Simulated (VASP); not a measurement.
# BP (strained zincblende): a r²SCAN single-point calculation in VASP

INCAR

```
LWAVE = .FALSE.
ISMEAR = 0
IBRION = -1
LASPH = .TRUE.
LREAL = .FALSE.
PREC = Accurate
LCHARG = .TRUE.
ENCUT = 520
EDIFF = 1E-7
METAGGA = R2SCAN
NELM = 120
NBANDS = 11
LELF = .TRUE.
NSW = 0
ALGO = Normal
SIGMA = 0.01
ISIF = 2
```

KPOINTS

```
KPOINTS created by Atomic Simulation Environment
0
Gamma
10 10 10
0 0 0
```

KPOINTS_OPT

```
special points
7
Reciprocal
0.0000000000 0.0000000000 0.0000000000 1
-0.5000000000 -0.5000000000 0.0000000000 1
-0.3750000000 -0.3750000000 0.2500000000 1
-0.3750000000 0.0000000000 0.3750000000 1
0.0000000000 0.0000000000 0.5000000000 1
-0.5000000000 -0.2500000000 0.2500000000 1
0.0000000000 0.4036460000 0.4036460000 1
```

POSCAR

```
B  P
 1.0000000000000000
     0.0000000000000000    2.3590482957000001    2.3590482957000001
     2.3590482957000001    0.0000000000000000    2.3590482957000001
     2.3590482957000001    2.3590482957000001    0.0000000000000000
 B   P
   1   1
Cartesian
  0.0000000000000000  0.0000000000000000  0.0000000000000000
  1.1795241478499998  1.1795241478499998  1.1795241478499998
```

VASP ran with the recommended PBE PAW datasets (8 valence electrons in the cell).

Command

```
mpirun -np 1 vasp_std
```

OSZICAR

```
N       E                     dE             d eps       ncg     rms          rms(c)
DAV:   1     0.432778968251E+01    0.43278E+01   -0.39137E+03  1034   0.667E+02
DAV:   2    -0.182071551315E+02   -0.22535E+02   -0.21153E+02  1391   0.106E+02
DAV:   3    -0.188644477641E+02   -0.65729E+00   -0.65577E+00  1326   0.164E+01
DAV:   4    -0.188672139547E+02   -0.27662E-02   -0.27660E-02  1181   0.126E+00
DAV:   5    -0.188672302608E+02   -0.16306E-04   -0.16306E-04  1266   0.967E-02    0.670E+00
DAV:   6    -0.171689926372E+02    0.16982E+01   -0.77833E-01  1176   0.444E+00    0.405E+00
DAV:   7    -0.171464889958E+02    0.22504E-01   -0.13452E-01  1246   0.200E+00    0.127E+00
DAV:   8    -0.171451948570E+02    0.12941E-02   -0.14809E-02  1190   0.879E-01    0.129E-01
DAV:   9    -0.171455005670E+02   -0.30571E-03   -0.60270E-04  1209   0.189E-01    0.529E-02
DAV:  10    -0.171455510876E+02   -0.50521E-04   -0.75887E-05  1106   0.657E-02    0.193E-02
DAV:  11    -0.171455514786E+02   -0.39105E-06   -0.42928E-06  1383   0.143E-02    0.144E-02
DAV:  12    -0.171455525714E+02   -0.10928E-05   -0.32173E-07  1172   0.387E-03    0.190E-03
DAV:  13    -0.171455526576E+02   -0.86231E-07   -0.83950E-08   607   0.144E-03
   1 F= -.17145553E+02 E0= -.17145553E+02  d E =-.668576E-18
       N       E                     dE             ncg
DAV:   1     0.109368579962E+04   -0.18915E+04      154
DAV:   2     0.932795262212E+03   -0.16089E+03      203
DAV:   3     0.928632380464E+03   -0.41629E+01      209
DAV:   4     0.928617442006E+03   -0.14938E-01      175
DAV:   5     0.928617339204E+03   -0.10280E-03      208
DAV:   6     0.928617338430E+03   -0.77394E-06      178
DAV:   7     0.928617338422E+03   -0.83417E-08      208
```

From OUTCAR

```
k-points           NKPTS =     47   k-points in BZ     NKDIM =     47   number of bands    NBANDS=     11

   NELECT =       8.0000    total number of electrons

   dimension x,y,z NGX =    28 NGY =   28 NGZ =   28
   dimension x,y,z NGXF=    56 NGYF=   56 NGZF=   56

  energy-cutoff  :      520.00
  volume of cell :       26.26
      direct lattice vectors                 reciprocal lattice vectors
     0.000000000  2.359048296  2.359048296    -0.211949879  0.211949879  0.211949879
     2.359048296  0.000000000  2.359048296     0.211949879 -0.211949879  0.211949879
     2.359048296  2.359048296  0.000000000     0.211949879  0.211949879 -0.211949879

 k-points in reciprocal lattice and weights: KPOINTS created by Atomic Simulation Env
   0.00000000  0.00000000  0.00000000       0.001
   0.10000000  0.00000000  0.00000000       0.008
   0.20000000  0.00000000  0.00000000       0.008
   0.30000000  0.00000000  0.00000000       0.008
   0.40000000  0.00000000  0.00000000       0.008
   0.50000000  0.00000000  0.00000000       0.004
   0.10000000  0.10000000  0.00000000       0.006
   0.20000000  0.10000000  0.00000000       0.024
   ...

 E-fermi :   6.1057

 k-point     1 :       0.0000    0.0000    0.0000
  band No.  band energies     occupation
      1      -9.1674      2.00000
      2       6.0502      2.00000
      3       6.0502      2.00000
      4       6.0502      2.00000
      5       9.5414      0.00000
      6       9.5414      0.00000
      7       9.5414      0.00000
      8      12.2577      0.00000
      9      17.6275      0.00000
     10      18.3901      0.00000
     11      18.3901      0.00000

 k-point     2 :       0.1000    0.0000    0.0000
  band No.  band energies     occupation
      1      -8.9957      2.00000
      2       4.7604      2.00000
      3       5.7718      2.00000
      4       5.7718      2.00000
      5       9.8950      0.00000
      6       9.9300      0.00000
      7       9.9300      0.00000
      8      12.9240      0.00000
      9      17.7822      0.00000
     10      17.7822      0.00000
     11      18.1627      0.00000

 k-point     3 :       0.2000    0.0000    0.0000
  band No.  band energies     occupation
      1      -8.4888      2.00000
      2       2.4701      2.00000
      3       5.2329      2.00000
      4       5.2329      2.00000
      5       9.9128      0.00000
      6      10.6450      0.00000
      7      10.6450      0.00000
      8      14.4783      0.00000
      9      17.2240      0.00000
     10      17.2240      0.00000
     11      19.0075      0.00000

 k-point     4 :       0.3000    0.0000    0.0000
  band No.  band energies     occupation
      1      -7.6820      2.00000
      2       0.1926      2.00000
      3       4.7533      2.00000
      4       4.7533      2.00000
      5       9.7102      0.00000
      6      11.0414      0.00000
      7      11.0414      0.00000
      8      15.8931      0.00000
      9      17.7346      0.00000
     10      17.7346      0.00000
     11      19.1076      0.00000

 k-point     5 :       0.4000    0.0000    0.0000
  band No.  band energies     occupation
      1      -6.7041      2.00000
      2      -1.7155      2.00000
      3       4.4458      2.00000
      4       4.4458      2.00000
      5       9.5413      0.00000
      6      11.0512      0.00000
      7      11.0512      0.00000
      8      16.4661      0.00000
      9      19.3181      0.00000
     10      19.3181      0.00000
     11      19.8709      0.00000

 k-point     6 :       0.5000    0.0000    0.0000
  band No.  band energies     occupation
      1      -6.1145      2.00000
      2      -2.6213      2.00000
      3       4.3414      2.00000
      4       4.3414      2.00000
      5       9.4799      0.00000
      6      11.0050      0.00000
      7      11.0050      0.00000
      8      16.5140      0.00000
      9      20.7525      0.00000
     10      20.7770      0.00000
     11      20.7770      0.00000

 k-point     7 :       0.1000    0.1000    0.0000
  band No.  band energies     occupation
      1      -8.9382      2.00000
      2       5.1631      2.00000
      3       5.2684      2.00000
      4       5.2684      2.00000
      5       9.1680      0.00000
      6      10.5856      0.00000
      7      10.5856      0.00000
      8      12.8632      0.00000
      9      16.8508      0.00000
     10      18.3625      0.00000
     11      18.6448      0.00000

 k-point     8 :       0.2000    0.1000    0.0000
  band No.  band energies     occupation
      1      -8.5421      2.00000
      2       3.2230      2.00000
      3       4.6675      2.00000
      4       5.0319      2.00000
      5       9.3388      0.00000
      6      11.0449      0.00000
      7      11.4653      0.00000
      8      13.4616      0.00000
      9      16.5304      0.00000
     10      18.5059      0.00000
     11      19.3187      0.00000

 k-point     9 :       0.3000    0.1000    0.0000
  band No.  band energies     occupation
      1      -7.8308      2.00000
      2       0.9784      2.00000
      3       4.2153      2.00000
      4       4.4772      2.00000
      5       9.7932      0.00000
      6      11.0957      0.00000
      7      11.9708      0.00000
      8      14.0191      0.00000
      9      17.5554      0.00000
     10      18.7849      0.00000
     11      19.7436      0.00000

 k-point    10 :       0.4000    0.1000    0.0000
  band No.  band energies     occupation
      1      -6.8861      2.00000
      2      -1.0521      2.00000
      3       3.9310      2.00000
      4       3.9952      2.00000
      5       9.8873      0.00000
      6      11.1201      0.00000
      7      11.9167      0.00000
      8      15.1349      0.00000
      9      18.4780      0.00000
     10      20.0615      0.00000
     11      20.2653      0.00000

 k-point    11 :       0.5000    0.1000    0.0000
  band No.  band energies     occupation
      1      -6.0558      2.00000
      2      -2.3928      2.00000
      3       3.5380      2.00000
      4       4.0242      2.00000
      5       9.9039      0.00000
      6      11.1321      0.00000
      7      11.6436      0.00000
      8      16.3957      0.00000
      9      18.8804      0.00000
     10      20.7720      0.00000
     11      21.3561      0.00000

 k-point    12 :      -0.4000    0.1000    0.0000
  band No.  band energies     occupation
      1      -6.2710      2.00000
      2      -2.0725      2.00000
      3       3.3593      2.00000
      4       4.2873      2.00000
      5      10.0198      0.00000
      6      11.2705      0.00000
      7      11.4055      0.00000
      8      16.5308      0.00000
      9      18.8053      0.00000
     10      19.2646      0.00000
     11      21.4687      0.00000

 k-point    13 :      -0.3000    0.1000    0.0000
  band No.  band energies     occupation
      1      -7.2183      2.00000
      2      -0.4133      2.00000
      3       3.4292      2.00000
      4       4.7439      2.00000
      5      10.2201      0.00000
      6      11.1585      0.00000
      7      11.4874      0.00000
      8      15.5419      0.00000
      9      16.9956      0.00000
     10      19.2176      0.00000
     11      20.6342      0.00000

 k-point    14 :      -0.2000    0.1000    0.0000
  band No.  band energies     occupation
      1      -8.1015      2.00000
      2       1.7151      2.00000
      3       3.7727      2.00000
      4       5.3083      2.00000
      5      10.4186      0.00000
      6      10.6556      0.00000
      7      11.3657      0.00000
      8      14.4633      0.00000
      9      16.2411      0.00000
     10      18.6640      0.00000
     11      19.7989      0.00000

 k-point    15 :      -0.1000    0.1000    0.0000
  band No.  band energies     occupation
      1      -8.7118      2.00000
      2       3.7570      2.00000
      3       4.5259      2.00000
      4       5.7750      2.00000
      5      10.0198      0.00000
      6      10.3197      0.00000
      7      10.6890      0.00000
      8      13.6387      0.00000
      9      16.6624      0.00000
     10      18.0356      0.00000
     11      18.9261      0.00000

 k-point    16 :       0.2000    0.2000    0.0000
  band No.  band energies     occupation
      1      -8.2585      2.00000
      2       3.2580      2.00000
      3       4.0215      2.00000
      4       4.0215      2.00000
      5       8.4595      0.00000
      6      12.2452      0.00000
      7      12.5940      0.00000
      8      12.5940      0.00000
      9      16.6985      0.00000
     10      19.3971      0.00000
     11      20.1675      0.00000

 ...

  Total       -2.6779314     -2.6779314     -2.6779314      0.0000000      0.0000000      0.0000000
  in kB     -163.4065778   -163.4065778   -163.4065778      0.0000000      0.0000000      0.0000000
  external PRESSURE =    -163.4065778 kB  Pullay stress =       0.0000000 kB

 POSITION                                       TOTAL-FORCE (eV/Angst)
 -----------------------------------------------------------------------------------
      0.00000      0.00000      0.00000        -0.000000     -0.000000     -0.000000
      1.17952      1.17952      1.17952         0.000000      0.000000      0.000000
 -----------------------------------------------------------------------------------
    total drift:                                0.000000      0.000000      0.000000

  FREE ENERGIE OF THE ION-ELECTRON SYSTEM (eV)
  ---------------------------------------------------
  free  energy   TOTEN  =       -17.1455526576 eV

  energy  without entropy=      -17.1455526576  energy(sigma->0) =      -17.14555266
```

- gap between bands v and c: 1.59 eV
- least direct gap: 3.49 eV
- pressure: -16.3 GPa

Band v is the last that the valence electrons fill when counted band by band, and c is the next.

The run took about 61 s on one core of a shared host (Intel Xeon Platinum 8488C) and held 0.17 GiB at most.
